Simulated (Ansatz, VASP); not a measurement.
BaTiO3 in VASP and in Ansatz

INCAR

```
SYSTEM = BaTiO3
ALGO = Normal
EDIFF = 1E-6
ENCUT = 520
GGA = PS
ISIF = 2
ISMEAR = 0
ISPIN = 2
LASPH = .TRUE.
LCHARG = .FALSE.
LMAXMIX = 4
LORBIT = 11
LREAL = .FALSE.
LWAVE = .FALSE.
MAGMOM = 0 0.37 0 0 0
NBANDS = 32
NELM = 150
PREC = Accurate
SIGMA = 0.1
```

Contents of KPOINTS:

```
k-points
0
G
  2 2 2
  0 0 0
```

File POSCAR:

```
BaTiO3
1.0
    4.1124670000      0.0000000000      0.0000000000
    0.0000000000      4.1124670000      0.0000000000
    0.0000000000      0.0000000000      5.0356130000
Ba Ti O
1 1 3
Direct
    0.0000000000      0.0000000000      0.0000000000
    0.5000000000      0.5000000000      0.5000000000
    0.0000000000      0.5000000000      0.5000000000
    0.5000000000      0.0000000000      0.5000000000
    0.0000000000      0.0000000000      0.5000000000
```

Input for Ansatz:

```yaml
crystal:
  lattice:
    - [4.112467, 0.0, 0.0]
    - [0.0, 4.112467, 0.0]
    - [0.0, 0.0, 5.035613]
  atoms:
    - { symbol: Ba, position: [0.0, 0.0, 0.0] }
    - { symbol: Ti, position: [0.5, 0.5, 0.5], spin: 0.37 }
    - { symbol: O, position: [0.0, 0.5, 0.5] }
    - { symbol: O, position: [0.5, 0.0, 0.5] }
    - { symbol: O, position: [0.0, 0.0, 0.5] }
basis:
  ecutwfc: 420
  xc_grid: 2
kpoints:
  mp_grid: { grid: [2, 2, 2] }
hamiltonian:
  xc: pbesol
scf:
  occupations: { method: gaussian, width: 0.1 }
  lower_state_search: "off"
  convergence: { dr2_threshold: "1e-12 eV" }
output:
  forces: true
  stress: true
  eigenvalues: true
  populations: true
magnetization:
  spin_polarized: true
```

Alike in both runs: task single point; functional PBEsol; k mesh 2 × 2 × 2; occupations gaussian, width 0.1 eV; collinear spin.

```csv
,VASP,Ansatz
version,VASP 6.6.1,Ansatz 0.2.0
potentials or method,"VASP PAW PBE potentials, release 64 (Ba_sv, Ti_sv, O)","scalar-relativistic, plane waves, PAW"
plane-wave cutoff (eV),520,420
valence electrons in the cell,40,40
```

Ansatz gave:

| Quantity | Value |
| --- | --- |
| gap on the k mesh at the Fermi level (eV) | none |
| pressure (GPa) | -6.1 |
| largest component of the traceless stress (GPa) | 3.13 |
| net moment per atom (μB) | 0.15 |
| size of the moment on the site where the two differ most (μB) | 0.52 |

Q: Estimate VASP's values.

A: gap on the k mesh at the Fermi level (eV): none; pressure (GPa): -5.0; largest component of the traceless stress (GPa): 1.38; net moment per atom (μB): 0.15; size of the moment on the site where the two differ most (μB): 0.67.

Site moments also hang on the region over which each program counts them. A gap of «none» marks a metal or a gap that the smearing closes.

Caveats: the k mesh is coarse (spacing up to 0.76 Å⁻¹), so the values aren't converged; the PAW data sets were made with another functional, which shifts forces and pressure a little (VASP); semilocal functionals often make such compounds metallic where correlation or magnetic order opens a gap, which also shifts bond lengths. The runs have no spin-orbit coupling, so splittings on Ba are missing.
